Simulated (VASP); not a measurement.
# RuS₂: convergence, self-consistent run

RuS₂, P1 (no. 1), 12 atoms in the cell. LDA; PAW potentials Ru_pv, S (LDA set). VASP 6.6.1. The cell is changed on purpose: last atom moved by 0.08 Å along z, cell strained by -1.0% along z.

Wanted: energy within 2 meV/atom; forces within 0.01 eV/Å.

What the run is for: forces; Accuracy asked: standard.

POSCAR:
```
RuS2
1.0
    5.6106000000      0.0000000000      0.0000000000
    0.0000000000      5.6106000000      0.0000000000
    0.0000000000      0.0000000000      5.5544940000
Ru S
4 8
Direct
    0.0000000000      0.5000000000      0.5000000000
    0.5000000000      0.5000000000      0.0000000000
    0.5000000000      0.0000000000      0.5000000000
    0.0000000000      0.0000000000      0.0000000000
    0.3883100000      0.1116900000      0.8883100000
    0.1116900000      0.8883100000      0.3883100000
    0.8883100000      0.3883100000      0.1116900000
    0.6116900000      0.6116900000      0.6116900000
    0.6116900000      0.8883100000      0.1116900000
    0.8883100000      0.1116900000      0.6116900000
    0.1116900000      0.6116900000      0.8883100000
    0.3883100000      0.3883100000      0.4025687200
```

The series start from Plane-wave cutoff (eV): 340; k-point mesh: 4 × 4 × 4; Precision mode (PREC): Accurate; Electronic threshold (eV): 1e-6; Bands in all (NBANDS): 72; Projection operators (LREAL): Auto, ROPT -0.00025; Electronic algorithm: ALGO=Normal; Density mixing: defaults; Delay and inner steps: defaults. Each series keeps the choices made before it, and each single choice may use up half of a tolerance.

## Plane-wave cutoff (eV)

| Plane-wave cutoff (eV) | Energy less reference (meV/atom) | Forces, largest deviation (eV/Å) | SCF iterations | Time (s) |
|---|---|---|---|---|
| 210 | 92.5 | 0.023 | 14 | 53 |
| 260 | 15.3 | 0.025 | 14 | 58 |
| 300 | 4.2 | 0.017 | 14 | 46 |
| 340 | 2.7 | 0.008 | 14 | 64 |
| 390 | 1.6 | 0.004 | 14 | 64 |
| 460 | 1.0 | 0.005 | 14 | 78 |
| 550 | 0.6 | 0.003 | 14 | 124 |
| 690 (reference) | 0.0 | 0.000 | 14 | 126 |

Chosen: 550, the loosest value from which every tighter one stays within half of the tolerance.

## k-point mesh

| k-point mesh | Energy less reference (meV/atom) | Forces, largest deviation (eV/Å) | SCF iterations | Time (s) |
|---|---|---|---|---|
| 2 × 2 × 2 | 15.6 | 0.098 | 14 | 24 |
| 3 × 3 × 3 | -1.2 | 0.004 | 14 | 44 |
| 4 × 4 × 4 | 0.1 | 0.000 | 14 | 124 |
| 5 × 5 × 5 | 0.0 | 0.000 | 14 | 174 |
| 6 × 6 × 6 (reference) | 0.0 | 0.000 | 14 | 291 |

Chosen: 4 × 4 × 4.

## Precision mode (PREC)

| Precision mode (PREC) | Energy less reference (meV/atom) | Forces, largest deviation (eV/Å) | SCF iterations | Time (s) |
|---|---|---|---|---|
| SingleN | 0.1 | 0.005 | 14 | 36 |
| Normal | 0.0 | 0.004 | 14 | 38 |
| Single | -0.1 | 0.001 | 14 | 105 |
| Accurate (reference) | 0.0 | 0.000 | 14 | 124 |

Chosen: Normal.

## Electronic threshold (eV)

| Electronic threshold (eV) | Energy less reference (meV/atom) | Forces, largest deviation (eV/Å) | SCF iterations | Time (s) |
|---|---|---|---|---|
| 0.001 | 0.0 | 0.006 | 10 | 29 |
| 0.0001 | 0.0 | 0.002 | 12 | 33 |
| 1e-5 | 0.0 | 0.001 | 13 | 36 |
| 1e-6 | 0.0 | 0.000 | 14 | 38 |
| 1e-7 | 0.0 | 0.000 | 16 | 41 |
| 1e-8 (reference) | 0.0 | 0.000 | 17 | 40 |

Chosen: 0.0001.

## Bands in all (NBANDS)

| Bands in all (NBANDS) | Energy less reference (meV/atom) | Forces, largest deviation (eV/Å) | SCF iterations | Time (s) |
|---|---|---|---|---|
| 53 | 0.0 | 0.002 | 13 | 24 |
| 54 | 0.0 | 0.002 | 13 | 23 |
| 56 | 0.0 | 0.001 | 13 | 24 |
| 61 | 0.0 | 0.001 | 13 | 28 |
| 72 | 0.0 | 0.001 | 12 | 33 |
| 92 (reference) | 0.0 | 0.000 | 12 | 35 |

Chosen: 53.

## Projection operators (LREAL)

| Projection operators (LREAL) | Energy less reference (meV/atom) | Forces, largest deviation (eV/Å) | SCF iterations | Time (s) |
|---|---|---|---|---|
| Auto, ROPT -0.005 | -4.5 | 0.220 | 13 | 23 |
| Auto, ROPT -0.002 | -0.2 | 0.063 | 13 | 21 |
| Auto, ROPT -0.001 | -1.1 | 0.063 | 13 | 24 |
| Auto, ROPT -0.0005 | -0.6 | 0.006 | 13 | 20 |
| Auto, ROPT -0.00025 | -0.4 | 0.003 | 13 | 24 |
| Auto, ROPT -0.0001 | -0.4 | 0.001 | 13 | 22 |
| False (reference) | 0.0 | 0.000 | 13 | 24 |

Chosen: Auto, ROPT -0.00025.

## Electronic algorithm

| Electronic algorithm | Energy less reference (meV/atom) | Forces, largest deviation (eV/Å) | SCF iterations | Time (s) |
|---|---|---|---|---|
| ALGO=Normal | 0.0 | 0.000 | 13 | 24 |
| ALGO=Fast | 0.0 | 0.001 | 15 | 21 |
| ALGO=VeryFast | no result | no result | 120 | 110 |
| ALGO=All ISEARCH=1 | 0.0 | 0.007 | 18 | 25 |
| ALGO=All ISEARCH=0 | 0.0 | 0.007 | 18 | 26 |
| ALGO=Damped TIME=0.4 | 0.0 | 0.001 | 76 | 74 |
| ALGO=Damped TIME=0.1 | 0.0 | 0.002 | 102 | 114 |
| ALGO=Old Fast | 0.0 | 0.002 | 15 | 25 |

Chosen: ALGO=Normal; no other choice that stays within half of the tolerance saves 30 % of the time.

## Density mixing

| Density mixing | Energy less reference (meV/atom) | Forces, largest deviation (eV/Å) | SCF iterations | Time (s) |
|---|---|---|---|---|
| defaults | 0.0 | 0.000 | 13 | 24 |
| MIXPRE=0 | 0.0 | 0.001 | 13 | 27 |
| AMIX=0.4 IMIX=1 | no result | no result | 120 | 212 |
| AMIX=0.6 | 0.0 | 0.003 | 13 | 26 |
| MAXMIX=-10 | 0.0 | 0.000 | 13 | 25 |
| AMIX=0.1 | 0.0 | 0.002 | 15 | 30 |
| BMIX=0.0001 | 0.0 | 0.003 | 13 | 26 |

Chosen: defaults.

## Delay and inner steps

| Delay and inner steps | Energy less reference (meV/atom) | Forces, largest deviation (eV/Å) | SCF iterations | Time (s) |
|---|---|---|---|---|
| defaults | 0.0 | 0.000 | 13 | 24 |
| NELMDL=-2 | 0.0 | 0.001 | 12 | 26 |
| NELMDL=-8 | 0.0 | 0.000 | 16 | 29 |
| NELMDL=-12 | 0.0 | 0.000 | 20 | 30 |
| NRMM=2 | 0.0 | 0.002 | 14 | 21 |
| NRMM=6 | 0.0 | 0.000 | 13 | 22 |
| WEIMIN=0.001 | 0.0 | 0.000 | 13 | 23 |

Chosen: defaults.

## All choices together

| Input | Energy less reference (meV/atom) | Forces, largest deviation (eV/Å) | Time (s) |
|---|---|---|---|
| the program's defaults (naive) | 15.6 | 0.030 | 6.3 |
| chosen settings | 0.1 | 0.003 | 24 |
| reference settings throughout | 0.0 | 0.000 | 342 |

The tolerance is met.

## The input

INCAR:
```
SYSTEM = RuS2
  GGA = CA
  ISMEAR = 0
  SIGMA = 0.03
  LWAVE = .FALSE.
  LCHARG = .FALSE.
  ISIF = 2
  PREC = Normal
  LASPH = .TRUE.
  LREAL = Auto
  ALGO = Normal
  EDIFF = 1E-4
  NELM = 120
  GGA_COMPAT = .FALSE.
  ENCUT = 550
  EFERMI = MIDGAP
  KPAR = 8
  NBANDS = 53
  ROPT = -0.00025 -0.00025
```

KPOINTS:
```
Automatic mesh
0
Gamma
  4 4 4
  0 0 0
```

Commands:
```
cat potpaw_LDA.64/Ru_pv/POTCAR potpaw_LDA.64/S/POTCAR > POTCAR
mpirun -np 8 vasp_std > vasp.out
```

The chosen input took VASP 6.6.1 24 s on 8 cores (Intel Xeon Platinum 8259CL @ 2.50GHz (Skylake/Cascade Lake)), a shared host.

## An input that fails: k-point groups that do not divide the ranks

VASP's message: M_divide: can not subdivide            8 nodes by           7.

Changes against the starting input:
```
- NELM = 120
- KPAR = 8
+ NELM = 98
+ KPAR = 7
```
